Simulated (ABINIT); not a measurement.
# HfB2 (P6/mmm) in ABINIT: further runs, part 2 of 2

ABINIT 10.8.3 (patched build). Earlier steps stand in the parts before.

### 3 Band structure, r2SCAN

Contents of run.abi:

```
ndtset 2

pp_dirpath "./"
pseudos "Hf.GGA_PBE-JTH.xml, B.GGA_PBE-JTH.xml"

acell 3*1.0
rprim
     5.9337400313     0.0000000000     0.0000000000
    -2.9668700157     5.1387696066     0.0000000000
     0.0000000000     0.0000000000     6.5762469137
ntypat 2
znucl 72 5
natom 3
typat 1 2 2
xred
     0.0000000000     0.0000000000     0.0000000000
     0.6666666667     0.3333333333     0.5000000000
     0.3333333333     0.6666666667     0.5000000000

ecut 625.861884 eV
pawecutdg 45.0

ixc -497498
usekden 1
pawxcdev 0

occopt 3
tsmear 0.05 eV

nstep 100

iomode 3
prtwf 0
prteig 0
prtebands 0
enunit 1
prtden1 1
prtkden1 1
prtvha1 1
prtvclmb1 1
prtpot1 1

kptopt1 1
ngkpt1 10 10 8
nshiftk1 1
shiftk1 0.0 0.0 0.0
nband1 13
tolvrs1 1.0e-7

iscf2 -2
getden2 1
getkden2 1
nband2 19
nbdbuf2 4
tolwfr2 1.0e-11
kptopt2 -7
ndivsm2 8
prteig2 1
kptbounds2
     0.0000000000     0.0000000000     0.0000000000
     0.5000000000     0.0000000000     0.0000000000
     0.3333333333     0.3333333333     0.0000000000
     0.0000000000     0.0000000000     0.0000000000
     0.0000000000     0.0000000000     0.5000000000
     0.5000000000     0.0000000000     0.5000000000
     0.3333333333     0.3333333333     0.5000000000
     0.0000000000     0.0000000000     0.5000000000
```

Potentials or basis: JTH PAW PBE v2.0.

Command:

```console
> mpirun --bind-to none -np 4 abinit run.abi > log 2>&1
```

run.abo:

```text
.Version 10.8.3 of ABINIT
 DATASET    1 : space group P6/m m m (#191); Bravais hP (primitive hexag.)
================================================================================
 Values of the parameters that define the memory need for DATASET  1.
     intxc =       0    ionmov =       0      iscf =      17    lmnmax =      18
     lnmax =       6     mgfft =      30  mpssoang =       3    mqgrid =    3001
     natom =       3  nloc_mem =       2    nspden =       1   nspinor =       1
    nsppol =       1      nsym =      24    n1xccc =       1    ntypat =       2
    occopt =       3   xclevel =       2
       mpw =        1073          nfft =       21870          nkpt =          70
Pmy_natom=         1
 PAW method is used; the additional fine FFT grid is defined by:
   mgfftf=        40    nfftf =     51840
================================================================================
================================================================================

 DATASET    2 : space group P6/m m m (#191); Bravais hP (primitive hexag.)
================================================================================
 Values of the parameters that define the memory need for DATASET  2.
     intxc =       0    ionmov =       0      iscf =      -2    lmnmax =      18
     lnmax =       6     mgfft =      30  mpssoang =       3    mqgrid =    3001
     natom =       3  nloc_mem =       2    nspden =       1   nspinor =       1
    nsppol =       1      nsym =      24    n1xccc =       1    ntypat =       2
    occopt =       3   xclevel =       2
       mpw =        1074          nfft =       21870          nkpt =          88
Pmy_natom=         1
 PAW method is used; the additional fine FFT grid is defined by:
   mgfftf=        40    nfftf =     51840
================================================================================
================================================================================

--------------------------------------------------------------------------------
------------- Echo of variables that govern the present computation ------------
--------------------------------------------------------------------------------
 -outvars: echo values of preprocessed input variables --------
[... 1085 lines left out ...]
 -60.48385  -28.66011  -28.15765  -28.15765  -11.45855    0.09218    0.13081    0.14701
   0.14701    7.43552    7.43552    8.13177    8.13177    8.28536    8.38305    8.38305
  11.53506   12.44760   20.22735
 kpt#   2, nband= 19, wtk=  1.00000, kpt=  0.0357  0.0000  0.0000 (reduced coord)
 -60.48324  -28.65843  -28.16825  -28.16002  -11.42948    0.05416    0.10661    0.12219
   0.14432    7.41444    7.47430    7.67939    7.80281    8.42217    8.74919    8.79757
  11.43855   12.53260   20.40875
 kpt#   3, nband= 19, wtk=  1.00000, kpt=  0.0714  0.0000  0.0000 (reduced coord)
 -60.48126  -28.65332  -28.19931  -28.16678  -11.34287   -0.20741    0.03731    0.13531
   0.20812    7.10524    7.35331    7.46626    7.57844    8.75157    9.14008    9.39130
  11.18672   12.77657   20.51247
 kpt#   4, nband= 19, wtk=  1.00000, kpt=  0.1071  0.0000  0.0000 (reduced coord)
 -60.47815  -28.64512  -28.24904  -28.17771  -11.20043   -0.60098   -0.06903    0.11706
   0.34137    6.54383    7.22602    7.25711    7.70691    9.17279    9.51746   10.06029
  10.87655   13.14289   20.80986
 kpt#   5, nband= 19, wtk=  1.00000, kpt=  0.1429  0.0000  0.0000 (reduced coord)
[... 321 lines left out ...]
   3.26369    4.63938    4.81638    4.86396    5.81479    9.83764   11.30560   14.93370
  16.30438   16.59928   17.87473
 kpt#  86, nband= 19, wtk=  1.00000, kpt=  0.0417  0.0417  0.5000 (reduced coord)
 -60.47356  -28.93642  -28.17686  -28.14522   -9.02128   -5.46617    1.09954    1.25799
   3.75387    4.27458    4.27843    4.43838    5.69814    9.19146   11.01531   15.04014
  16.31605   16.39480   18.23849
 kpt#  87, nband= 19, wtk=  1.00000, kpt=  0.0208  0.0208  0.5000 (reduced coord)
 -60.47550  -28.94339  -28.14653  -28.13844   -9.04516   -5.59388    1.66301    1.71373
   3.77362    3.78558    4.12822    4.31549    5.62901    8.71626   10.83237   15.04717
  16.33043   16.33987   18.46241
 kpt#  88, nband= 19, wtk=  1.00000, kpt=  0.0000  0.0000  0.5000 (reduced coord)
 -60.47614  -28.94574  -28.13617  -28.13617   -9.05308   -5.63689    1.92994    1.92994
   3.54248    3.54248    4.27419    4.27419    5.60608    8.53551   10.77006   15.03681
  16.33639   16.33639   18.53797

== END DATASET(S) ==============================================================
================================================================================

 -outvars: echo values of variables after computation  --------
            acell      1.0000000000E+00  1.0000000000E+00  1.0000000000E+00 Bohr
           etotal1    -1.4834587488E+01
            fcart1    -0.0000000000E+00  2.0959454728E-28 -0.0000000000E+00
                      -9.0757101219E-29  3.6679045774E-28 -0.0000000000E+00
                       9.0757101219E-29 -5.7638500501E-28 -0.0000000000E+00
            rprim      5.9337400313E+00  0.0000000000E+00  0.0000000000E+00
                      -2.9668700157E+00  5.1387696066E+00  0.0000000000E+00
                       0.0000000000E+00  0.0000000000E+00  6.5762469137E+00
           strten1     3.4191080596E-05  3.4191079863E-05 -1.5889461958E-05
                       0.0000000000E+00  0.0000000000E+00  4.4120614418E-13
           xangst      0.0000000000E+00  0.0000000000E+00  0.0000000000E+00
                       1.5699999989E+00  9.0643992202E-01  1.7399999988E+00
                      -1.7639296020E-11  1.8128798440E+00  1.7399999988E+00
             xred      0.0000000000E+00  0.0000000000E+00  0.0000000000E+00
                       6.6666666667E-01  3.3333333333E-01  5.0000000000E-01
                       3.3333333333E-01  6.6666666667E-01  5.0000000000E-01
 Calculation completed.
```

Run time: 22 s. Hardware: 4 MPI ranks of AMD EPYC 9R45 (Zen 5), shared host; peak memory 0.48 GiB.

Results:

- Free energy: -403.6697 eV
- Pressure: -0.5 GPa
- Band gap on the k mesh: none (metal or under the smearing width)
- Valence electrons inside the program's atomic spheres: Hf 9.69; B 1.85

Levels at the corners of the path, in eV from the Fermi level:
| point | band 6 | band 7 | band 8 | band 9 | band 10 | band 11 | band 12 | band 13 |
| --- | --- | --- | --- | --- | --- | --- | --- | --- |
| Γ | -3.02 | -2.98 | -2.97 | -2.97 | 4.32 | 4.32 | 5.02 | 5.02 |
| M | -9.73 | -4.28 | -3.60 | -2.90 | 2.25 | 2.96 | 5.94 | 6.03 |
| K | -8.89 | -8.04 | -2.67 | -2.67 | 1.86 | 1.86 | 3.75 | 9.94 |
| Γ | -3.02 | -2.98 | -2.97 | -2.97 | 4.32 | 4.32 | 5.02 | 5.02 |
| A | -8.75 | -1.18 | -1.18 | 0.43 | 0.43 | 1.16 | 1.16 | 2.49 |
| L | -8.01 | -5.17 | -4.89 | -2.93 | 4.20 | 4.52 | 6.56 | 7.56 |
| H | -9.71 | -5.80 | -3.37 | -3.37 | 4.90 | 5.81 | 7.27 | 7.27 |
| A | -8.75 | -1.18 | -1.18 | 0.43 | 0.43 | 1.16 | 1.16 | 2.49 |

Caveat: totals of a meta-GGA on PAW files have another zero than those of a GGA; the PAW data sets were made with another functional, which shifts forces and pressure a little; spin-orbit coupling is left out, which moves the levels of the heavy elements.

### 4 Band structure, r2SCAN

Changes to run.abi since step 3:

```diff
@@ -3,3 +3,3 @@
 pp_dirpath "./"
-pseudos "Hf.GGA_PBE-JTH.xml, B.GGA_PBE-JTH.xml"
+pseudos "Hf_ONCV_PBE-1.2.upf, B_ONCV_PBE-1.2.upf"
 
@@ -19,4 +19,3 @@
 
-ecut 625.861884 eV
-pawecutdg 45.0
+ecut 979.609905 eV
 
@@ -24,3 +23,2 @@
 usekden 1
-pawxcdev 0
 
@@ -41,2 +39,3 @@
 prtpot1 1
+prtelf1 1
 
@@ -46,4 +45,4 @@
 shiftk1 0.0 0.0 0.0
-nband1 13
-tolvrs1 1.0e-7
+nband1 20
+tolvrs1 1.0e-9
 
@@ -52,3 +51,3 @@
 getkden2 1
-nband2 19
+nband2 26
 nbdbuf2 4
```

Potentials or basis: SG15 NC PBE v1.2.

Command:

```console
> mpirun --bind-to none -np 4 abinit run.abi > log 2>&1
```

run.abo:

```text
.Version 10.8.3 of ABINIT
 DATASET    1 : space group P6/m m m (#191); Bravais hP (primitive hexag.)
================================================================================
 Values of the parameters that define the memory need for DATASET  1.
     intxc =       0    ionmov =       0      iscf =       7    lmnmax =       8
     lnmax =       8     mgfft =      36  mpssoang =       4    mqgrid =    3001
     natom =       3  nloc_mem =       1    nspden =       1   nspinor =       1
    nsppol =       1      nsym =      24    n1xccc =       0    ntypat =       2
    occopt =       3   xclevel =       2
       mpw =        2090          nfft =       46656          nkpt =          70
================================================================================
================================================================================

 DATASET    2 : space group P6/m m m (#191); Bravais hP (primitive hexag.)
================================================================================
[... 1680 lines left out ...]
== END DATASET(S) ==============================================================
================================================================================

 -outvars: echo values of variables after computation  --------
            acell      1.0000000000E+00  1.0000000000E+00  1.0000000000E+00 Bohr
           etotal1    -2.2887763453E+02
            fcart1    -3.7815458841E-30 -1.5282935739E-29 -0.0000000000E+00
                       1.8907729421E-29  5.0215360286E-29 -0.0000000000E+00
                      -1.5126183537E-29 -3.4932424546E-29 -0.0000000000E+00
            rprim      5.9337400313E+00  0.0000000000E+00  0.0000000000E+00
                      -2.9668700157E+00  5.1387696066E+00  0.0000000000E+00
                       0.0000000000E+00  0.0000000000E+00  6.5762469137E+00
           strten1     2.8706275912E-04  2.8706275800E-04  3.1090558411E-04
                       0.0000000000E+00  0.0000000000E+00  6.7250652473E-13
           xangst      0.0000000000E+00  0.0000000000E+00  0.0000000000E+00
                       1.5699999989E+00  9.0643992202E-01  1.7399999988E+00
                      -1.7639296020E-11  1.8128798440E+00  1.7399999988E+00
             xred      0.0000000000E+00  0.0000000000E+00  0.0000000000E+00
                       6.6666666667E-01  3.3333333333E-01  5.0000000000E-01
                       3.3333333333E-01  6.6666666667E-01  5.0000000000E-01
 Calculation completed.
```

Wall time 65 s (4 MPI ranks of AMD EPYC 9R45 (Zen 5), shared host); peak memory 0.44 GiB.

Results:

* Free energy: -6228.0777 eV
* Pressure: -8.7 GPa
* Band gap on the k mesh: none (metal or under the smearing width)
* Valence electrons inside the program's atomic spheres: Hf 22.27; B 2.69

Levels at the corners of the path, in eV from the Fermi level:
```
point  band 13  band 14  band 15  band 16  band 17  band 18  band 19  band 20
    Γ    -2.98    -2.92    -2.92    -2.83     4.00     4.00     4.82     4.82
    M    -9.58    -4.23    -3.45    -2.89     2.47     2.74     5.66     5.67
    K    -8.80    -7.90    -2.60    -2.60     1.84     1.84     3.60     9.64
    Γ    -2.98    -2.92    -2.92    -2.83     4.00     4.00     4.82     4.82
    A    -8.58    -1.00    -1.00     0.37     0.37     1.02     1.02     2.28
    L    -7.89    -5.10    -4.79    -2.88     4.24     4.35     6.13     7.17
    H    -9.56    -5.74    -3.34    -3.34     4.67     5.97     6.89     6.89
    A    -8.58    -1.00    -1.00     0.37     0.37     1.02     1.02     2.28
```

Caveat: the potentials were made for another functional, which shifts forces and pressure; spin-orbit coupling is left out, which moves the levels of the heavy elements.

### 5 Band structure, r2SCAN

Changes to run.abi since step 4:

```diff
@@ -3,3 +3,3 @@
 pp_dirpath "./"
-pseudos "Hf_ONCV_PBE-1.2.upf, B_ONCV_PBE-1.2.upf"
+pseudos "Hf.upf, B.upf"
 
@@ -19,3 +19,3 @@
 
-ecut 979.609905 eV
+ecut 1251.723767 eV
 
@@ -23,2 +23,4 @@
 usekden 1
+nc_xccc_gspace 1
+boxcutmin 3.0
 
@@ -39,3 +41,2 @@
 prtpot1 1
-prtelf1 1
 
@@ -45,3 +46,3 @@
 shiftk1 0.0 0.0 0.0
-nband1 20
+nband1 13
 tolvrs1 1.0e-9
@@ -51,3 +52,3 @@
 getkden2 1
-nband2 26
+nband2 19
 nbdbuf2 4
```

Potentials or basis: PseudoDojo NC SR PBE v0.4.1 standard.

Command:

```console
> mpirun --bind-to none -np 4 abinit run.abi > log 2>&1
```

It took 3 min on 4 MPI ranks of AMD EPYC 9R45 (Zen 5), shared host; peak memory 0.68 GiB.

It converged, with:

- Free energy: -1727.5300 eV
- Pressure: -0.6 GPa
- Band gap on the k mesh: none (metal or under the smearing width)
- Valence electrons inside the program's atomic spheres: Hf 8.53; B 2.71

Stress tensor (GPa, compression positive):
```
-1.10  0.00  0.00
 0.00 -1.10  0.00
 0.00  0.00  0.34
```

Levels at the corners of the path, in eV from the Fermi level:
| point | band 6 | band 7 | band 8 | band 9 | band 10 | band 11 | band 12 | band 13 |
| --- | --- | --- | --- | --- | --- | --- | --- | --- |
| Γ | -3.05 | -2.94 | -2.94 | -2.90 | 4.21 | 4.21 | 4.98 | 4.98 |
| M | -9.83 | -4.26 | -3.53 | -2.91 | 2.36 | 2.88 | 5.80 | 5.93 |
| K | -8.97 | -8.03 | -2.64 | -2.64 | 1.86 | 1.86 | 3.71 | 9.89 |
| Γ | -3.05 | -2.94 | -2.94 | -2.90 | 4.21 | 4.21 | 4.98 | 4.98 |
| A | -8.78 | -1.10 | -1.10 | 0.41 | 0.41 | 1.11 | 1.11 | 2.43 |
| L | -8.05 | -5.14 | -4.88 | -2.86 | 4.14 | 4.42 | 6.44 | 7.39 |
| H | -9.79 | -5.75 | -3.33 | -3.33 | 4.78 | 5.71 | 7.07 | 7.07 |
| A | -8.78 | -1.10 | -1.10 | 0.41 | 0.41 | 1.11 | 1.11 | 2.43 |

Caveat: a meta-GGA on potentials with a model core is unreliable; the potentials were made for another functional, which shifts forces and pressure; spin-orbit coupling is left out, which moves the levels of the heavy elements.

### 6 Summary

| potentials or basis | cutoff (eV) | fine-grid cutoff | gap on the mesh (eV) | pressure (GPa) |
| --- | --- | --- | --- | --- |
| Ansatz PAW PBE default generated set, frozen core | 490 | 979.61 eV | none | -0.8 |
| JTH PAW PBE v2.0 | 626 | 1224.51 eV | none | -0.5 |
| SG15 NC PBE v1.2 | 980 | - | none | -8.7 |
| PseudoDojo NC SR PBE v0.4.1 standard | 1252 | - | none | -0.6 |

Alike in all rows: task band structure; level r2SCAN; no spin polarisation; cell as given; k mesh 10 × 10 × 8; smearing fermi-dirac 0.05 eV.

Caveats: spin-orbit coupling is left out, which moves the levels of the heavy elements; totals of a meta-GGA on PAW files have another zero than those of a GGA (some runs); the PAW data sets were made with another functional, which shifts forces and pressure a little (some runs); the potentials were made for another functional, which shifts forces and pressure (some runs); the atomic spheres overlap (some runs); a meta-GGA on potentials with a model core is unreliable (some runs).

Total energies depend on the potentials used, so only differences within one code and one set of settings carry meaning.
